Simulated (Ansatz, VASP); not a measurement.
# NaH in VASP and in Ansatz

File INCAR:

```
SYSTEM = NaH
PREC     = Accurate       ! precision mode
ENCUT    = 520            ! plane-wave cutoff, eV
EDIFF    = 1E-6           ! SCF threshold, eV
ISMEAR   = 0              ! smearing method
SIGMA    = 0.05           ! smearing width, eV
LREAL    = .FALSE.        ! projectors in reciprocal space
LASPH    = .TRUE.         ! aspherical terms in the spheres
NELM     = 100            ! most SCF steps
ALGO     = Normal         ! electronic algorithm
ISIF     = 2              ! what is computed and relaxed
LWAVE    = .FALSE.        ! write WAVECAR
LCHARG   = .FALSE.        ! write CHGCAR
GGA      = PE             ! functional
NBANDS   = 11             ! bands
```

KPOINTS

```
regular mesh
0
G
  8 8 8
  0 0 0
```

File POSCAR:

```
NaH
1.0
    0.0000000000      2.4400000000      2.4400000000
    2.4400000000      0.0000000000      2.4400000000
    2.4400000000      2.4400000000      0.0000000000
Na H
1 1
Direct
    0.0307377049      0.0307377049     -0.0307377049
    0.5000000000      0.5000000000      0.5000000000
```

Input for Ansatz:

```yaml
crystal:
  lattice:
    - [0.0, 2.44, 2.44]
    - [2.44, 0.0, 2.44]
    - [2.44, 2.44, 0.0]
  atoms:
    - { symbol: Na, position: [0.0307377049, 0.0307377049, -0.0307377049] }
    - { symbol: H, position: [0.5, 0.5, 0.5] }
basis:
  ecutwfc: 420
kpoints:
  mp_grid: { grid: [8, 8, 8] }
hamiltonian:
  xc: pbe
scf:
  occupations: { method: gaussian, width: 0.05 }
output:
  forces: true
  stress: true
  eigenvalues: true
```

Change from the starting cell: all Na atoms moved -0.150 Å, as atom 1 towards its neighbour atom 2 (H) at 2.440 Å.

Alike in both runs: task single point; functional PBE; k mesh 8 × 8 × 8; occupations gaussian, width 0.05 eV; no spin polarisation.

|  | VASP | Ansatz |
| --- | --- | --- |
| version | VASP 6.6.1 | Ansatz 0.2.0 |
| potentials or method | VASP PAW PBE potentials, release 64 (Na_pv, H) | scalar-relativistic, plane waves, PAW |
| plane-wave cutoff (eV) | 520 | 420 |
| valence electrons in the cell | 8 | 10 |

VASP gave:

| Quantity | Value |
| --- | --- |
| gap on the k mesh at the Fermi level (eV) | 3.71 |
| least direct gap on the mesh (eV) | 4.55 |
| pressure (GPa) | -0.5 |
| largest component of the traceless stress (GPa) | 0.45 |
| rms of the force components (eV/Å) | 0.073 |

Task: Estimate Ansatz's values.

Result: gap on the k mesh at the Fermi level (eV): 3.71; least direct gap on the mesh (eV): 4.56; pressure (GPa): -0.5; largest component of the traceless stress (GPa): 0.45; rms of the force components (eV/Å): 0.073.

Atom by atom the forces differ by 0.001 eV/Å (rms over components). The two sets of potentials don't hold the same shells in valence.

A k mesh can miss the band edges.
